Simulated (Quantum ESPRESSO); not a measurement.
# Au in Quantum ESPRESSO: work function with PBE

Aim: the work function of Au with PBE.

Everything below comes from runs of Quantum ESPRESSO 7.5. Logs are shortened: lines on timing, memory, paths and dates and some standing lists are left out, and cuts for length are marked.

## 1. The structure

The cell holds a slab with vacuum, 6 atoms: a = 2.823 Å, b = 2.920 Å, c = 27.233 Å, α = 90.00°, β = 90.00°, γ = 118.91°.

## 2. Work function, PBE

pw.in

```
&CONTROL
  calculation = 'scf'
  prefix = 'pwscf'
  outdir = './tmp'
  pseudo_dir = './pseudo'
  tprnfor = .true.
  disk_io = 'low'
/
&SYSTEM
  ibrav = 0
  celldm(1) = 8
  nat = 6
  ntyp = 1
  ecutwfc = 76
  nbnd = 73
  occupations = 'smearing'
  smearing = 'fd'
  degauss = 0.00367493
/
&ELECTRONS
  conv_thr = 6d-09
  electron_maxstep = 150
  mixing_beta = 0.3
  mixing_mode = 'local-TF'
/
ATOMIC_SPECIES
Au   196.9666 Au.upf
CELL_PARAMETERS alat
  0.6667473277013   0.0000000000000   0.0000000000000
 -0.3333736638506   0.6037516762670   0.0000000000000
  0.0000000000000   0.0000000000000   6.4328459974989
ATOMIC_POSITIONS crystal
Au     0.3346720300    0.6693440600    0.2754019360
Au     0.6653279700    0.3306559400    0.3652411616
Au     0.3346720300    0.6693440600    0.4550803872
Au     0.6653279700    0.3306559400    0.5449196128
Au     0.3346720300    0.6693440600    0.6347588384
Au     0.6653279700    0.3306559400    0.7245980640
K_POINTS automatic
11 11 1 0 0 0
```

pp_density.in

```
&INPUTPP
  prefix = 'pwscf'
  outdir = './tmp'
  filplot = 'density.dat'
  plot_num = 0
/
&PLOT
  nfile = 1
  filepp(1) = 'density.dat'
  iflag = 3
  output_format = 6
  fileout = 'density.cube'
/
```

pp_potential.in

```
&INPUTPP
  prefix = 'pwscf'
  outdir = './tmp'
  filplot = 'potential.dat'
  plot_num = 11
/
&PLOT
  nfile = 1
  filepp(1) = 'potential.dat'
  iflag = 3
  output_format = 6
  fileout = 'potential.cube'
/
```

pp_elf.in

```
&INPUTPP
  prefix = 'pwscf'
  outdir = './tmp'
  filplot = 'elf.dat'
  plot_num = 8
/
&PLOT
  nfile = 1
  filepp(1) = 'elf.dat'
  iflag = 3
  output_format = 6
  fileout = 'elf.cube'
/
```

Potentials or basis: PseudoDojo 0.4.1 SR PBE standard.

The run is started by

```sh
$ OMP_NUM_THREADS=1 mpirun -n 2 pw.x -nk 2 -in pw.in > pw.out
$ OMP_NUM_THREADS=1 mpirun -n 1 pp.x -in pp_density.in > pp_density.out
$ OMP_NUM_THREADS=1 mpirun -n 1 pp.x -in pp_potential.in > pp_potential.out
$ OMP_NUM_THREADS=1 mpirun -n 1 pp.x -in pp_elf.in > pp_elf.out
```

pw.out:

```text
This program is part of the open-source Quantum ESPRESSO suite
     for quantum simulation of materials; please cite
[... 6 lines left out ...]
     using ibrav=0 with symmetry is DISCOURAGED, use correct ibrav instead

     K-points division:     npool     =       2
     Subspace diagonalization in iterative solution of the eigenvalue problem:
     a serial algorithm will be used

     G-vector sticks info
     --------------------
     sticks:   dense  smooth     PW     G-vecs:    dense   smooth      PW
     Sum         621     621    191               118681   118681   19631

     Using Slab Decomposition

     bravais-lattice index     =            0
     lattice parameter (alat)  =       8.0000  a.u.
     unit-cell volume          =    1325.8450 (a.u.)^3
     number of atoms/cell      =            6
     number of atomic types    =            1
     number of electrons       =       114.00
     number of Kohn-Sham states=           73
     kinetic-energy cutoff     =      76.0000  Ry
     charge density cutoff     =     304.0000  Ry
     scf convergence threshold =      6.0E-09
     mixing beta               =       0.3000
     number of iterations used =            8  local-TF  mixing
     Exchange-correlation= PBE
                           (   1   4   3   4   0   0   0)

     celldm(1)=   8.000000  celldm(2)=   0.000000  celldm(3)=   0.000000
     celldm(4)=   0.000000  celldm(5)=   0.000000  celldm(6)=   0.000000

     crystal axes: (cart. coord. in units of alat)
               a(1) = (   0.666747   0.000000   0.000000 )
               a(2) = (  -0.333374   0.603752   0.000000 )
               a(3) = (   0.000000   0.000000   6.432846 )

     reciprocal axes: (cart. coord. in units 2 pi/alat)
               b(1) = (  1.499819  0.828155 -0.000000 )
               b(2) = (  0.000000  1.656310  0.000000 )
               b(3) = (  0.000000 -0.000000  0.155452 )

     PseudoPot. # 1 for Au read from file:
     Au.upf
     Pseudo is Norm-conserving + core correction, Zval = 19.0
     Generated using ONCVPSP code by D. R. Hamann
     Using radial grid of 1356 points,  7 beta functions with:
                l(1) =   0
                l(2) =   0
                l(3) =   1
                l(4) =   1
                l(5) =   2
                l(6) =   2
                l(7) =   3

     atomic species   valence    mass     pseudopotential
     Au               19.00   196.96660     Au( 1.00)

      4 Sym. Ops., with inversion, found

   Cartesian axes

     site n.     atom                  positions (alat units)
         1        Au     tau(   1) = (   0.0000000   0.4041176   1.7716182  )
         2        Au     tau(   2) = (   0.3333737   0.1996341   2.3495401  )
         3        Au     tau(   3) = (   0.0000000   0.4041176   2.9274620  )
         4        Au     tau(   4) = (   0.3333737   0.1996341   3.5053840  )
         5        Au     tau(   5) = (   0.0000000   0.4041176   4.0833059  )
         6        Au     tau(   6) = (   0.3333737   0.1996341   4.6612278  )

     number of k points=    36  Fermi-Dirac smearing, width (Ry)=  0.0037
                       cart. coord. in units 2pi/alat
        k(    1) = (   0.0000000   0.0000000   0.0000000), wk =   0.0165289
        k(    2) = (   0.0000000   0.1505736   0.0000000), wk =   0.0330579
        k(    3) = (   0.0000000   0.3011473   0.0000000), wk =   0.0330579
        k(    4) = (   0.0000000   0.4517209   0.0000000), wk =   0.0330579
        k(    5) = (   0.0000000   0.6022946   0.0000000), wk =   0.0330579
        k(    6) = (   0.0000000   0.7528682   0.0000000), wk =   0.0330579
[... 28 lines left out ...]
        k(   35) = (   0.6817357  -0.2258605   0.0000000), wk =   0.0661157
        k(   36) = (   0.6817357  -0.0752868   0.0000000), wk =   0.0661157

     Dense  grid:   118681 G-vectors     FFT dimensions: (  30,  32, 288)

     Initial potential from superposition of free atoms

     starting charge     113.9993, renormalised to     114.0000

     negative rho (up, down):  3.492E-06 0.000E+00
     Starting wfcs are   60 randomized atomic wfcs +   13 random wfcs

     Self-consistent Calculation

     iteration #  1     ecut=    76.00 Ry     beta= 0.30
     Davidson diagonalization with overlap
     ethr =  1.00E-02,  avg # of iterations =  6.9

     Threshold (ethr) on eigenvalues was too large:
     Diagonalizing with lowered threshold

     Davidson diagonalization with overlap
     ethr =  3.36E-04,  avg # of iterations =  1.9

     negative rho (up, down):  8.511E-04 0.000E+00

     total energy              =   -1778.39151321 Ry
     estimated scf accuracy    <       0.38776011 Ry

     iteration #  2     ecut=    76.00 Ry     beta= 0.30
     Davidson diagonalization with overlap
     ethr =  3.40E-04,  avg # of iterations =  1.0

     negative rho (up, down):  5.284E-03 0.000E+00

     total energy              =   -1778.31744692 Ry
     estimated scf accuracy    <       0.18432310 Ry

     iteration #  3     ecut=    76.00 Ry     beta= 0.30
     Davidson diagonalization with overlap
     ethr =  1.62E-04,  avg # of iterations =  2.8

     negative rho (up, down):  5.273E-03 0.000E+00

     total energy              =   -1778.35028209 Ry
     estimated scf accuracy    <       0.00411817 Ry

     iteration #  4     ecut=    76.00 Ry     beta= 0.30
     Davidson diagonalization with overlap
     ethr =  3.61E-06,  avg # of iterations =  6.5
[... 69 lines left out ...]
     iteration # 12     ecut=    76.00 Ry     beta= 0.30
     Davidson diagonalization with overlap
     ethr =  6.56E-10,  avg # of iterations =  2.0

     negative rho (up, down):  2.293E-07 0.000E+00

     total energy              =   -1778.34944148 Ry
     estimated scf accuracy    <       0.00000128 Ry

     iteration # 13     ecut=    76.00 Ry     beta= 0.30
     Davidson diagonalization with overlap
     ethr =  6.56E-10,  avg # of iterations =  3.4

     negative rho (up, down):  8.391E-08 0.000E+00

     total energy              =   -1778.34944173 Ry
     estimated scf accuracy    <       0.00000001 Ry

     iteration # 14     ecut=    76.00 Ry     beta= 0.30
     Davidson diagonalization with overlap
     ethr =  9.31E-12,  avg # of iterations =  1.5

     End of self-consistent calculation

          k = 0.0000 0.0000 0.0000 ( 14885 PWs)   bands (ev):

   -97.2574 -97.2534 -97.1883 -97.1883 -96.9063 -96.9063 -48.6648 -48.6003
   -48.5441 -48.5347 -48.5339 -48.5322 -48.5236 -48.5156 -48.4721 -48.4720
   -48.4644 -48.4643 -48.2166 -48.2166 -48.2065 -48.2065 -48.1841 -48.1841
    -1.0620  -0.4864   0.2645   0.8975   1.2260   1.2369   3.4507   3.5109
     3.5261   3.5604   3.6725   3.7307   3.7828   3.9995   4.0178   4.0651
     4.0867   4.1986   4.2578   4.2902   4.5235   4.5267   4.8884   5.0832
     5.2304   5.4123   5.4218   5.5768   5.7326   5.8602   5.9815   6.0869
     6.1089   6.1843   6.1970   7.3829   8.0808  11.9999  12.9607  13.6385
    14.0418  15.6155  15.9213  18.2687  18.3184  20.9265  21.0860  22.6556
    22.6908

          k = 0.0000 0.1506 0.0000 ( 14893 PWs)   bands (ev):

   -97.2568 -97.2530 -97.1878 -97.1878 -96.9058 -96.9058 -48.6616 -48.6001
   -48.5542 -48.5484 -48.5377 -48.5290 -48.5260 -48.5166 -48.4839 -48.4833
   -48.4671 -48.4670 -48.2193 -48.2193 -48.2183 -48.2183 -48.1830 -48.1830
    -0.8223  -0.2519   0.4951   1.1211   1.4294   1.4517   3.3470   3.4312
     3.4410   3.4859   3.6385   3.6987   3.7352   3.9381   3.9902   4.1503
     4.1981   4.2156   4.3372   4.4235   4.6457   4.6594   4.7263   4.8940
     5.0304   5.1944   5.3709   5.5565   5.7050   5.7664   5.9323   5.9775
     6.1917   6.2173   6.4874   7.8709   8.7733  12.1117  13.1373  13.8343
    14.2040  15.7867  16.0945  18.4512  18.4722  21.1223  21.2709  22.3561
    22.5639

          k = 0.0000 0.3011 0.0000 ( 14861 PWs)   bands (ev):

   -97.2552 -97.2518 -97.1864 -97.1864 -96.9044 -96.9044 -48.6531 -48.6066
   -48.5802 -48.5751 -48.5457 -48.5326 -48.5277 -48.5239 -48.5144 -48.5084
   -48.4742 -48.4740 -48.2496 -48.2496 -48.2264 -48.2264 -48.1801 -48.1801
    -0.1559   0.3810   1.0847   1.6558   1.9055   1.9558   3.1564   3.2025
     3.2247   3.4060   3.4884   3.5153   3.6681   3.7184   3.9957   4.1973
     4.2834   4.5194   4.5273   4.6546   4.7089   4.7318   4.8733   4.9292
     4.9977   5.1411   5.2601   5.3551   5.6303   5.6607   5.9600   6.2024
     6.2236   6.2619   7.2060   8.6890  10.1616  12.4949  13.6641  14.4140
    14.6911  16.2755  16.5956  18.8447  18.9462  19.8634  20.3998  21.0573
    21.5475
[... 406 lines left out ...]
   -97.2476 -97.2461 -97.1799 -97.1799 -96.8978 -96.8978 -48.7104 -48.7023
   -48.6455 -48.6427 -48.5967 -48.5903 -48.5783 -48.5635 -48.5210 -48.5203
   -48.5157 -48.5154 -48.3835 -48.3835 -48.2516 -48.2516 -48.1673 -48.1673
     1.6926   1.7255   1.9771   2.0120   2.2498   2.3184   2.6444   2.7615
     2.8948   2.9682   3.4109   3.7672   4.0984   4.2041   4.4510   4.5623
     4.6418   4.9383   5.1274   5.2953   5.5289   5.6106   5.7762   5.8446
     5.8900   6.0727   6.1435   6.4089   6.4631   6.5617   7.6571   7.7858
     8.1365   8.9421  10.2077  11.6686  12.4788  12.9691  13.6856  14.3963
    15.0072  15.4120  15.9115  16.9099  17.1730  17.8639  18.1075  18.7876
    19.0046

          k = 0.6817-0.0753 0.0000 ( 14816 PWs)   bands (ev):

   -97.2478 -97.2462 -97.1800 -97.1800 -96.8980 -96.8980 -48.6982 -48.6944
   -48.6391 -48.6328 -48.5973 -48.5937 -48.5875 -48.5625 -48.5218 -48.5215
   -48.5198 -48.5195 -48.3754 -48.3754 -48.2563 -48.2563 -48.1675 -48.1675
     2.0581   2.0904   2.3105   2.4589   2.5180   2.6351   2.7633   3.0582
     3.1450   3.3113   3.3301   3.6380   3.8369   3.9808   4.1063   4.1775
     4.3107   4.3833   4.5392   4.6091   4.7194   5.1206   5.2250   5.4882
     5.6111   5.9664   6.0495   6.3905   6.4714   6.5565   7.7315   7.9287
     8.2701   8.9923  10.2008  11.6130  13.7635  14.2694  14.6389  15.1411
    15.6047  16.0469  16.1713  16.4120  16.7836  17.5947  17.6466  18.3599
    18.5389

     the Fermi energy is     8.0610 ev

!    total energy              =   -1778.34944175 Ry
     estimated scf accuracy    <          1.7E-09 Ry
     smearing contrib. (-TS)   =      -0.00091486 Ry
     internal energy E=F+TS    =   -1778.34852688 Ry

     The total energy is F=E-TS. E is the sum of the following terms:
     one-electron contribution =  -12350.83114039 Ry
     hartree contribution      =    6191.08631575 Ry
     xc contribution           =    -312.58885026 Ry
     ewald contribution        =    4693.98514801 Ry

     convergence has been achieved in  14 iterations

     Forces acting on atoms (cartesian axes, Ry/au):

     atom    1 type  1   force =     0.00000000    0.00053252   -0.00471634
     atom    2 type  1   force =     0.00000000   -0.00138360    0.00396871
     atom    3 type  1   force =     0.00000000    0.00118029   -0.00060847
     atom    4 type  1   force =     0.00000000   -0.00118029    0.00060847
     atom    5 type  1   force =     0.00000000    0.00138360   -0.00396871
     atom    6 type  1   force =     0.00000000   -0.00053252    0.00471634

     Total force =     0.009160     Total SCF correction =     0.000286

=------------------------------------------------------------------------------=
   JOB DONE.
=------------------------------------------------------------------------------=
```

Run time: 8 min. Hardware: 2 MPI ranks of Arm Neoverse V2, shared host; peak memory 1.1 GiB.

What came out:

```yaml
Free_energy: -24195.6768 eV
Largest_force: 0.122 eV/Å
Band_gap_on_the_k_mesh: none (metal or under the smearing width)
Work_function_of_the_upper_face: 5.33 eV
Work_function_of_the_lower_face: 5.33 eV
```

Forces on the atoms (eV/Å):
```
Au   0.000  0.014 -0.121
Au   0.000 -0.036  0.102
Au   0.000  0.030 -0.016
Au   0.000 -0.030  0.016
Au   0.000  0.036 -0.102
Au   0.000 -0.014  0.121
```

Spin-orbit coupling is left out, which matters for the levels of Au.
